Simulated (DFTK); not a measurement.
# Rh (Fm-3m) in DFTK: settings compared

One crystal, Rh, is run at these levels: PBEsol, r2SCAN, LDA; tasks: band structure.

Everything below comes from runs of DFTK 0.8.2. Logs are shortened: lines on timing, memory, paths and dates and some standing lists are left out, and cuts for length are marked.

## Step 1: The structure

Symmetry: Fm-3m, No. 225, cubic system. The conventional cell has a = 3.796 Å, b = 3.796 Å, c = 3.796 Å, α = 90.00°, β = 90.00°, γ = 90.00°. Around Rh (site symmetry m-3m) lie 12 Rh at 2.68 Å.

## Step 2: Band structure, PBEsol

run.jl

```julia
using DFTK
using PseudoPotentialData
using Unitful, UnitfulAtomic
using LinearAlgebra, Printf
include("save.jl")
disable_threading()

lines     = readlines("POSCAR")
lattice   = austrip(1u"Å") * parse(Float64, lines[2]) * hcat([parse.(Float64, split(l)) for l in lines[3:5]]...)
symbols   = vcat([fill(Symbol(s), parse(Int, n)) for (s, n) in zip(split(lines[6]), split(lines[7]))]...)
positions = [parse.(Float64, split(l)[1:3]) for l in lines[9:8+length(symbols)]]
pseudopotentials = Dict(:Rh => "Rh.upf")
elements = Dict(s => ElementPsp(s, pseudopotentials; rcut=10.0) for s in unique(symbols))
atoms    = [elements[s] for s in symbols]

build_model(lattice, positions; symmetries=true) =
    model_DFT(lattice, atoms, positions;
              functionals=PBEsol(),
              temperature=austrip(0.05u"eV"),
              smearing=Smearing.FermiDirac(),
              symmetries)
Ecut  = 45.0  # hartree
kgrid = [12, 12, 12]
tol   = 1e-6
to_GPa = ustrip(uconvert(u"GPa", 1u"hartree/bohr^3"))

model = build_model(lattice, positions)
basis = PlaneWaveBasis(model; Ecut, kgrid)
display(basis)
scfres = self_consistent_field(basis;
                               tol,
                               nbandsalg=AdaptiveBands(model; n_bands_converge=13))
display(scfres.energies)
@printf "Fermi level: %.6f eV\n" ustrip(auconvert(u"eV", something(scfres.εF, NaN)))
forces = compute_forces_cart(scfres)
println("Forces (eV/Å)")
for (s, f) in zip(symbols, forces)
    @printf "%-3s %12.6f %12.6f %12.6f\n" s ustrip.(auconvert.(u"eV/Å", f))...
end
stress = compute_stresses_cart(scfres)
println("Stress (GPa)")
display(round.(stress * to_GPa; digits=4))
println("Levels at the first k-point (eV): ", round.(ustrip.(auconvert.(u"eV", scfres.eigenvalues[1][1:scfres.n_bands_converge])); digits=4))
save_scf!(scfres; forces, stress)

points = Dict("G" => [0.0, 0.0, 0.0], "K" => [0.375, 0.375, 0.75], "L" => [0.5, 0.5, 0.5], "U" => [0.625, 0.25, 0.625], "W" => [0.5, 0.25, 0.75], "X" => [0.5, 0.0, 0.5])
segments = [("G", "X", 7), ("X", "W", 4), ("W", "K", 3), ("K", "G", 7), ("G", "L", 6), ("L", "U", 4), ("U", "W", 3), ("W", "L", 5), ("L", "K", 4), ("U", "X", 3)]
kcoords = vcat([[points[a] + t * (points[b] - points[a]) for t in range(0, 1, n)] for (a, b, n) in segments]...)
bands = compute_bands(scfres, ExplicitKpoints(kcoords); n_bands=15, tol=1e-5)
for (k, ε) in zip(bands.basis.kpoints, bands.eigenvalues)
    @printf "%d %8.4f %8.4f %8.4f " k.spin k.coordinate...
    println(join([@sprintf("%9.4f", e) for e in ustrip.(auconvert.(u"eV", ε .- scfres.εF))]))
end
results["band_energies"] = rows(bands.eigenvalues); results["band_kpoints"] = rows(kcoords)
```

POSCAR

```
Rh
1.0
    0.0000000000      1.8978500000      1.8978500000
    1.8978500000      0.0000000000      1.8978500000
    1.8978500000      1.8978500000      0.0000000000
Rh
1
Direct
    0.0000000000      0.0000000000      0.0000000000
```

Potentials or basis: SG15 1.2 (PBE).

Launch:

```sh
$ julia --threads=1 run.jl  # save.jl only writes the numbers to a file and isn't shown; printed stress counts tension as positive; times include loading and compiling
```

Output:

```text
PlaneWaveBasis discretization:

    Ecut                 : 45.0 Ha
    fft_size             : (36, 36, 36), 46656 total points
    kgrid                : MonkhorstPack([12, 12, 12])
    num.   red. kpoints  : 1728
    num. irred. kpoints  : 72

    Discretized Model(gga_x_pbe_sol+gga_c_pbe_sol, 3D):
        lattice (in Bohr)    : [0         , 3.58642   , 3.58642   ]
                               [3.58642   , 0         , 3.58642   ]
                               [3.58642   , 3.58642   , 0         ]
        unit cell volume     : 92.26 Bohr³

        atoms                : Rh
        atom potentials      : ElementPsp(:Rh, "Rh.upf")

        num. electrons       : 17
        spin polarization    : none
        temperature          : 0.0018375 Ha
        smearing             : DFTK.Smearing.FermiDirac()

        terms                : Kinetic()
                               AtomicLocal()
                               AtomicNonlocal()
                               Ewald(nothing)
                               PspCorrection()
                               Hartree()
                               Xc(gga_x_pbe_sol, gga_c_pbe_sol)
                               Entropy()
n     Energy            log10(ΔE)   log10(Δρ)   Diag   Δtime
---   ---------------   ---------   ---------   ----   ------
  1   -108.4606646583                   -1.08    4.3    5.05s
  2   -108.4650341461       -2.36       -1.40    1.0    2.79s
  3   -108.4661020041       -2.97       -1.91    2.0    3.11s
  4   -108.4661369449       -4.46       -2.62    1.0    1.91s
  5   -108.4661397058       -5.56       -3.34    2.2    3.12s
  6   -108.4661397583       -7.28       -4.10    1.9    2.71s
  7   -108.4661397594       -8.96       -4.71    2.3    2.93s
  8   -108.4661397594      -10.02       -5.66    2.1    2.92s
  9   -108.4661397595      -11.31       -6.38    2.8    3.58s
Energy breakdown (in Ha):
    Kinetic             34.7164012
    AtomicLocal         -62.6345688
    AtomicNonlocal      0.2006253
    Ewald               -92.3641367
    PspCorrection       5.6023791
    Hartree             16.8991463
    Xc                  -10.8856880
    Entropy             -0.0002981

    total               -108.466139759452
Fermi level: 14.383486 eV
Forces (eV/Å)
Rh      0.000000     0.000000     0.000000
Stress (GPa)
3×3 StaticArraysCore.SMatrix{3, 3, Float64, 9} with indices SOneTo(3)×SOneTo(3):
 4.0493  0.0     0.0
 0.0     4.0493  0.0
 0.0     0.0     4.0493
Levels at the first k-point (eV): [-64.655, -32.0045, -32.0045, -32.0045, 6.2349, 11.2226, 11.2226, 11.2226, 13.367, 13.367, 30.6343, 36.1, 36.1]
1   0.0000   0.0000   0.0000  -79.0385 -46.3879 -46.3879 -46.3879  -8.1486  -3.1609  -3.1609  -3.1609  -1.0164  -1.0164  16.2508  21.7165  21.7165  21.7165  27.1405
1   0.0833   0.0000   0.0833  -79.0283 -46.4384 -46.4067 -46.4067  -7.7769  -3.4077  -2.9668  -2.9668  -1.2778  -0.9218  16.7840  20.6335  21.7128  21.7128  29.3774
1   0.1667   0.0000   0.1667  -79.0004 -46.5739 -46.4576 -46.4576  -6.7844  -4.0317  -2.3996  -2.3996  -1.8681  -0.6567  18.1940  19.3469  21.0428  21.0428  28.9280
1   0.2500   0.0000   0.2500  -78.9621 -46.7536 -46.5268 -46.5268  -5.7878  -4.7898  -1.9976  -1.5135  -1.5135  -0.2783  18.4761  18.8939  18.8939  20.0156  25.6800
1   0.3333   0.0000   0.3333  -78.9238 -46.9274 -46.5954 -46.5954  -5.8003  -5.4656  -0.5191  -0.4376  -0.4376   0.1214  16.2491  16.2491  16.7890  21.7039  23.0756
1   0.4167   0.0000   0.4167  -78.8957 -47.0510 -46.6454 -46.6454  -6.2444  -5.9192   0.4292   0.5489   0.5489   1.8172  13.8730  14.1576  14.1576  22.7646  22.8367
[... 38 lines left out ...]
1   0.5625   0.1250   0.5625  -78.8856 -47.0637 -46.7128 -46.6483  -6.1806  -5.7732  -0.4484   0.1462   0.8159   4.9681  11.4421  12.3776  14.2317  22.5819  25.1785
1   0.5000   0.0000   0.5000  -78.8854 -47.0956 -46.6636 -46.6636  -6.4429  -6.0779   0.5455   0.9774   0.9774   3.1522  12.2388  13.3415  13.3415  22.9248  23.2263
```

Wall time 73 s (1 thread of Intel Xeon 6975P-C (Granite Rapids), shared host); peak memory 1.6 GiB.

What came out:

```yaml
Free_energy: -2951.5140 eV
Pressure: -4.0 GPa
Band_gap_on_the_k_mesh: none (metal or under the smearing width)
```

Levels at the corners of the path, in eV from the Fermi level:
```
point  band 5  band 6  band 7  band 8  band 9  band 10  band 11  band 12
    Γ   -8.15   -3.16   -3.16   -3.16   -1.02    -1.02    16.25    21.72
    X   -6.44   -6.08    0.55    0.98    0.98     3.15    12.24    13.34
    W   -5.12   -3.90   -3.90   -1.24    0.98     9.59     9.59    11.23
    K   -5.63   -4.87   -2.14   -0.71    0.35     7.82     8.57    12.03
    Γ   -8.15   -3.16   -3.16   -3.16   -1.02    -1.02    16.25    21.72
    L   -6.26   -3.23   -3.23    0.56    0.56     0.61     8.60    15.71
    U   -5.63   -4.87   -2.14   -0.71    0.35     7.82     8.57    12.03
    W   -5.12   -3.90   -3.90   -1.24    0.98     9.59     9.59    11.23
    L   -6.26   -3.23   -3.23    0.56    0.56     0.61     8.60    15.71
    K   -5.63   -4.87   -2.14   -0.71    0.35     7.82     8.57    12.03
    U   -5.63   -4.87   -2.14   -0.71    0.35     7.82     8.57    12.03
    X   -6.44   -6.08    0.55    0.98    0.98     3.15    12.24    13.34
```

Caveat: the potentials were made for another functional, which shifts forces and pressure.

## Step 3: Band structure, r2SCAN

run.jl, as its differences from that of step 2:

```diff
@@ -7,8 +7,9 @@
 
-lines     = readlines("POSCAR")
-lattice   = austrip(1u"Å") * parse(Float64, lines[2]) * hcat([parse.(Float64, split(l)) for l in lines[3:5]]...)
-symbols   = vcat([fill(Symbol(s), parse(Int, n)) for (s, n) in zip(split(lines[6]), split(lines[7]))]...)
-positions = [parse.(Float64, split(l)[1:3]) for l in lines[9:8+length(symbols)]]
-pseudopotentials = Dict(:Rh => "Rh.upf")
-elements = Dict(s => ElementPsp(s, pseudopotentials; rcut=10.0) for s in unique(symbols))
+lines     = readlines("Rh.xyz")
+cell_ang  = reshape(parse.(Float64, split(match(r"Lattice=\"([^\"]+)\"", lines[2])[1])), 3, 3)
+lattice   = austrip(1u"Å") * cell_ang
+symbols   = [Symbol(split(l)[1]) for l in lines[3:end]]
+positions = [round.(cell_ang \ parse.(Float64, split(l)[2:4]); digits=9) for l in lines[3:end]]
+pseudopotentials = PseudoFamily("cp2k.nc.sr.pbe.v0_1.largecore.gth")
+elements = Dict(s => ElementPsp(s, pseudopotentials) for s in unique(symbols))
 atoms    = [elements[s] for s in symbols]
@@ -17,3 +18,3 @@
     model_DFT(lattice, atoms, positions;
-              functionals=PBEsol(),
+              functionals=r2SCAN(),
               temperature=austrip(0.05u"eV"),
@@ -21,4 +22,4 @@
               symmetries)
-Ecut  = 45.0  # hartree
-kgrid = [12, 12, 12]
+Ecut  = 79.0  # hartree
+kgrid = [10, 10, 10]
 tol   = 1e-6
@@ -31,3 +32,4 @@
                                tol,
-                               nbandsalg=AdaptiveBands(model; n_bands_converge=13))
+                               nbandsalg=AdaptiveBands(model; n_bands_converge=9),
+                               solver=ScfAndersonSolver())
 display(scfres.energies)
@@ -48,3 +50,3 @@
 kcoords = vcat([[points[a] + t * (points[b] - points[a]) for t in range(0, 1, n)] for (a, b, n) in segments]...)
-bands = compute_bands(scfres, ExplicitKpoints(kcoords); n_bands=15, tol=1e-5)
+bands = compute_bands(scfres, ExplicitKpoints(kcoords); n_bands=11, tol=1e-5)
 for (k, ε) in zip(bands.basis.kpoints, bands.eigenvalues)
```

Rh.xyz

```xyz
1
Lattice="0.0000000000 1.8978500000 1.8978500000 1.8978500000 0.0000000000 1.8978500000 1.8978500000 1.8978500000 0.0000000000" Properties=species:S:1:pos:R:3 pbc="T T T"
Rh     0.0000000000      0.0000000000      0.0000000000
```

Potentials or basis: cp2k.nc.sr.pbe.v0_1.largecore.gth (PBE, GTH, large core).

Launch:

```sh
$ julia --threads=1 run.jl  # save.jl only writes the numbers to a file and isn't shown; printed stress counts tension as positive; times include loading and compiling
```

Run time: 4.8 min. Hardware: 1 thread of Intel Xeon 6975P-C (Granite Rapids), shared host; peak memory 1.9 GiB.

The run converged. Its results:

| Item | Value |
| --- | --- |
| Free energy | -588.4336 eV |
| Pressure | 4.6 GPa |
| Band gap on the k mesh | none (metal or under the smearing width) |

Levels at the corners of the path, in eV from the Fermi level:
| point | band 1 | band 2 | band 3 | band 4 | band 5 | band 6 | band 7 | band 8 |
| --- | --- | --- | --- | --- | --- | --- | --- | --- |
| Γ | -9.07 | -2.99 | -2.99 | -2.99 | -1.61 | -1.61 | 18.41 | 23.66 |
| X | -7.08 | -6.15 | 0.02 | 1.54 | 1.54 | 2.66 | 12.49 | 13.62 |
| W | -5.75 | -3.95 | -3.95 | -1.80 | 1.55 | 9.78 | 9.78 | 11.33 |
| K | -6.11 | -5.11 | -2.15 | -1.27 | 0.86 | 8.03 | 8.74 | 12.37 |
| Γ | -9.07 | -2.99 | -2.99 | -2.99 | -1.61 | -1.61 | 18.41 | 23.66 |
| L | -6.55 | -3.59 | -3.59 | 0.15 | 0.71 | 0.71 | 9.00 | 17.71 |
| U | -6.11 | -5.11 | -2.15 | -1.27 | 0.86 | 8.03 | 8.74 | 12.37 |
| W | -5.75 | -3.95 | -3.95 | -1.80 | 1.55 | 9.78 | 9.78 | 11.33 |
| L | -6.55 | -3.59 | -3.59 | 0.15 | 0.71 | 0.71 | 9.00 | 17.71 |
| K | -6.11 | -5.11 | -2.15 | -1.27 | 0.86 | 8.03 | 8.74 | 12.37 |
| U | -6.11 | -5.11 | -2.15 | -1.27 | 0.86 | 8.03 | 8.74 | 12.37 |
| X | -7.08 | -6.15 | 0.02 | 1.54 | 1.54 | 2.66 | 12.49 | 13.62 |

Caveat: GTH potentials come without recommended cutoffs, and this one wasn't checked for convergence; the program warned that the kinetic-energy density falls under its von Weizsäcker bound, which can give unphysical results; the potentials were made for another functional, which shifts forces and pressure; this set keeps more shells in the core, which shifts pressures and gaps.

## Step 4: Band structure, LDA

run.jl, as its differences from that of step 3:

```diff
@@ -7,8 +7,7 @@
 
-lines     = readlines("Rh.xyz")
-cell_ang  = reshape(parse.(Float64, split(match(r"Lattice=\"([^\"]+)\"", lines[2])[1])), 3, 3)
-lattice   = austrip(1u"Å") * cell_ang
-symbols   = [Symbol(split(l)[1]) for l in lines[3:end]]
-positions = [round.(cell_ang \ parse.(Float64, split(l)[2:4]); digits=9) for l in lines[3:end]]
-pseudopotentials = PseudoFamily("cp2k.nc.sr.pbe.v0_1.largecore.gth")
+lines     = readlines("POSCAR")
+lattice   = austrip(1u"Å") * parse(Float64, lines[2]) * hcat([parse.(Float64, split(l)) for l in lines[3:5]]...)
+symbols   = vcat([fill(Symbol(s), parse(Int, n)) for (s, n) in zip(split(lines[6]), split(lines[7]))]...)
+positions = [parse.(Float64, split(l)[1:3]) for l in lines[9:8+length(symbols)]]
+pseudopotentials = PseudoFamily("cp2k.nc.sr.lda.v0_1.largecore.gth")
 elements = Dict(s => ElementPsp(s, pseudopotentials) for s in unique(symbols))
@@ -18,3 +17,3 @@
     model_DFT(lattice, atoms, positions;
-              functionals=r2SCAN(),
+              functionals=LDA(),
               temperature=austrip(0.05u"eV"),
@@ -22,4 +21,4 @@
               symmetries)
-Ecut  = 79.0  # hartree
-kgrid = [10, 10, 10]
+Ecut  = 61.0  # hartree
+kgrid = [12, 12, 12]
 tol   = 1e-6
@@ -32,4 +31,3 @@
                                tol,
-                               nbandsalg=AdaptiveBands(model; n_bands_converge=9),
-                               solver=ScfAndersonSolver())
+                               nbandsalg=AdaptiveBands(model; n_bands_converge=9))
 display(scfres.energies)
```

POSCAR is that of step 2.

Potentials or basis: cp2k.nc.sr.lda.v0_1.largecore.gth (LDA, GTH, large core).

Launch:

```sh
$ julia --threads=1 run.jl  # save.jl only writes the numbers to a file and isn't shown; printed stress counts tension as positive; times include loading and compiling
```

It took 2 min on 1 thread of Intel Xeon Platinum 8259CL at 2.50GHz (Skylake/Cascade Lake), shared host; peak memory 1.8 GiB.

Results (log left out):

| Property | Result |
| --- | --- |
| Free energy | -596.9299 eV |
| Pressure | -3.6 GPa |
| Band gap on the k mesh | none (metal or under the smearing width) |

Levels at the corners of the path, in eV from the Fermi level:
```csv
point,band 1,band 2,band 3,band 4,band 5,band 6,band 7,band 8
Γ,-8.15,-3.18,-3.18,-3.18,-1.09,-1.09,18.35,23.34
X,-6.42,-6.03,0.51,1.03,1.03,3.26,12.72,13.77
W,-5.13,-3.90,-3.90,-1.27,1.03,9.89,9.89,11.61
K,-5.60,-4.88,-2.14,-0.76,0.40,8.09,8.92,12.56
Γ,-8.15,-3.18,-3.18,-3.18,-1.09,-1.09,18.35,23.34
L,-6.23,-3.27,-3.27,0.57,0.57,0.68,8.93,17.43
U,-5.60,-4.88,-2.14,-0.76,0.40,8.09,8.92,12.56
W,-5.13,-3.90,-3.90,-1.27,1.03,9.89,9.89,11.61
L,-6.23,-3.27,-3.27,0.57,0.57,0.68,8.93,17.43
K,-5.60,-4.88,-2.14,-0.76,0.40,8.09,8.92,12.56
U,-5.60,-4.88,-2.14,-0.76,0.40,8.09,8.92,12.56
X,-6.42,-6.03,0.51,1.03,1.03,3.26,12.72,13.77
```

Caveat: GTH potentials come without recommended cutoffs, and this one wasn't checked for convergence; this set keeps more shells in the core, which shifts pressures and gaps.

## Step 5: For comparison

An earlier run on the cell as given: functional PBE; potentials or basis dojo.nc.sr.pbe.v0_4_1.standard.upf (PBE); cutoff 1197 eV; k mesh 12 × 12 × 12; occupations fermi-dirac, width 0.05 eV; no spin polarisation.

- Pressure: 7.5 GPa
- Band gap on the k mesh: none (metal or under the smearing width)

## Step 6: Summary

| level | potentials or basis | k mesh | cutoff (eV) | valence electrons | SCF solver | gap on the mesh (eV) | pressure (GPa) |
| --- | --- | --- | --- | --- | --- | --- | --- |
| PBEsol | SG15 1.2 (PBE) | 12 × 12 × 12 | 1225 | Rh 17 | - | none | -4.0 |
| r2SCAN | cp2k.nc.sr.pbe.v0_1.largecore.gth (PBE, GTH, large core) | 10 × 10 × 10 | 2150 | Rh 9 | ScfAndersonSolver | none | 4.6 |
| LDA | cp2k.nc.sr.lda.v0_1.largecore.gth (LDA, GTH, large core) | 12 × 12 × 12 | 1660 | Rh 9 | - | none | -3.6 |

Alike in all rows: task band structure; no spin polarisation; cell as given; smearing fermi-dirac 0.05 eV.

Caveats: the potentials were made for another functional, which shifts forces and pressure (some runs); GTH potentials come without recommended cutoffs, and this one wasn't checked for convergence (some runs); this set keeps more shells in the core, which shifts pressures and gaps (some runs); the program warned that the kinetic-energy density falls under its von Weizsäcker bound, which can give unphysical results (some runs).

Absolute energies hang on the potentials; compare differences alone.
